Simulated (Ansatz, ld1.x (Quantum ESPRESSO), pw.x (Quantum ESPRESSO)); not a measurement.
What a changed setting does to a pw.x run (sc Re)

Potential: norm-conserving RRKJ (Kleinman–Bylander form), ld1.x (Quantum ESPRESSO) 7.5, PBE; core [Xe] 4f14, reference 5d6 6s1 6p0; waves: 6p (bound, empty): rc 2.65 bohr; 5d (bound): rc 2.00 bohr; 5f channel at -0.2 Ry: rc 2.40 bohr; 6s (bound): rc 2.85 bohr; local part: the s channel; core correction: Bessel-smoothed model core, default radius (core density twice the valence density); rho0 0.005.

The reference run (k-mesh 13³, cutoffs 50/200 Ry, Fermi–Dirac 0.01 Ry, mixing_beta 0.4, conv_thr 1e-9, no spin) gives -1.72 GPa at 17.175 Å³/atom, where all-electron LAPW gives 0.27 GPa. This run, with its own iteration cap, changes mixing_ndim to 16.

```
&control
  calculation='scf', prefix='x', pseudo_dir='./', outdir='./tmp', tstress=.true., disk_io='none'
/
&system
  ibrav=0, nat=1, ntyp=1, ecutwfc=50, ecutrho=200, nbnd=11,
  occupations='smearing', smearing='fd', degauss=0.01
/
&electrons
  conv_thr=1e-09, mixing_beta=0.4, electron_maxstep=50, mixing_ndim=16
/
ATOMIC_SPECIES
Re 1.0 Re.UPF
CELL_PARAMETERS angstrom
  2.58007451 0.00000000 0.00000000
  0.00000000 2.58007451 0.00000000
  0.00000000 0.00000000 2.58007451
ATOMIC_POSITIONS crystal
Re 0.0000 0.0000 0.0000
K_POINTS automatic
13 13 13 0 0 0
```

```bash
pw.x < Re.scf.in > Re.scf.out
```

Q: How does the run end?

A: It converges in 7 iterations; the free energy moves by +0.0 meV/atom and the pressure by +0.00 GPa. The result is that of the reference run.

```
Message from routine setup:
     using ibrav=0 with symmetry is DISCOURAGED, use correct ibrav instead
     lattice parameter (alat)  =       4.8756  a.u.
     unit-cell volume          =     115.9026 (a.u.)^3
     number of electrons       =         7.00
     number of Kohn-Sham states=           11
     kinetic-energy cutoff     =      50.0000  Ry
     charge density cutoff     =     200.0000  Ry
     scf convergence threshold =      1.0E-09
     Exchange-correlation= PBE
     number of k points=    84  Fermi-Dirac smearing, width (Ry)=  0.0100
     iteration #  1     ecut=    50.00 Ry     beta= 0.40
     total energy              =     -54.18928511 Ry
     estimated scf accuracy    <       0.09077669 Ry
     iteration #  2     ecut=    50.00 Ry     beta= 0.40
     total energy              =     -54.19186425 Ry
     estimated scf accuracy    <       0.01080756 Ry
     iteration #  3     ecut=    50.00 Ry     beta= 0.40
     total energy              =     -54.19356020 Ry
     estimated scf accuracy    <       0.00039356 Ry
     iteration #  4     ecut=    50.00 Ry     beta= 0.40
     total energy              =     -54.19358575 Ry
     estimated scf accuracy    <       0.00001212 Ry
     iteration #  5     ecut=    50.00 Ry     beta= 0.40
     total energy              =     -54.19358878 Ry
     estimated scf accuracy    <       0.00000023 Ry
     iteration #  6     ecut=    50.00 Ry     beta= 0.40
     total energy              =     -54.19358880 Ry
     estimated scf accuracy    <       0.00000002 Ry
     iteration #  7     ecut=    50.00 Ry     beta= 0.40
     the Fermi energy is    14.5000 ev
!    total energy              =     -54.19358881 Ry
     estimated scf accuracy    <          9.0E-11 Ry
     smearing contrib. (-TS)   =      -0.00531464 Ry
     The total energy is F=E-TS. E is the sum of the following terms:
     one-electron contribution =      12.39601327 Ry
     hartree contribution      =       0.96699582 Ry
     xc contribution           =     -39.03651556 Ry
     ewald contribution        =     -28.51476770 Ry
     convergence has been achieved in   7 iterations
          total   stress  (Ry/bohr**3)                   (kbar)     P=      -17.16
     Message from routine punch:
     Nothing written, as per user request (disk_io='none')
```

The run took about 4.9 s on one core of a shared host (Neoverse-V2, 96 threads, 742 GiB, load 41).
